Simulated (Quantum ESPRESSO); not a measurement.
# Te under changes of volume

One of the cells (33.925 Å³/atom); the others are scaled copies at fixed shape and fractional positions:

```
CELL_PARAMETERS angstrom
4.45400 0.00000 0.00000
-2.22700 3.85728 0.00000
0.00000 0.00000 5.92400
ATOMIC_POSITIONS crystal
Te 0.73100 0.73100 0.00000
Te 0.00000 0.26900 0.66667
Te 0.26900 0.00000 0.33333
```

| Item | Value |
| --- | --- |
| Program | Quantum ESPRESSO 7.5 |
| Functional | LDA |
| Potentials or basis | GBRV 1.5 LDA |
| Cutoff | 612 eV |
| Density cutoff | 4898 eV |
| k mesh | 7 × 7 × 5 |
| Occupations | fermi-dirac, width 0.05 eV |
| Spin | no spin polarisation |

```tsv
volume (Å³/atom)	energy over the lowest point (meV/atom)	pressure (GPa)	gap on the mesh (eV)	largest force (eV/Å)
31.890	3.40	1.4	0.55	0.522
32.568	0.00	0.2	0.56	0.392
33.247	1.55	-0.9	0.56	0.271
33.925	7.52	-1.9	0.57	0.159
34.604	?	?	?	?
35.282	30.83	-3.6	0.58	0.042
35.961	47.33	-4.2	0.58	0.132
```

What does the run at 34.604 Å³/atom give?

Energy over the lowest point 17.44 meV/atom; pressure -2.8 GPa; gap on the mesh 0.57 eV; largest force 0.055 eV/Å.

Worked out: A Birch-Murnaghan fit of order 3 (a polynomial in V^(-2/3)) to the other rows has its minimum at 32.68 Å³/atom with B0 = V·E''(V) = 55 GPa and B' = 4.7 at fixed shape and positions, which overstates the stiffness. It gives 17.44 meV/atom at 34.604 Å³/atom, against the run's 17.44, and -dE/dV = -2.8 GPa, against -2.8. A straight line through the other rows of the gap, of slope 0.255 eV per unit of ln V, gives 0.57 eV, against the run's 0.57.

Energies are extrapolated to zero smearing.

Caveats: spin-orbit coupling is left out, which moves the levels of the heavy elements; an odd mesh through Γ misses points on the zone boundary, where band edges often lie.
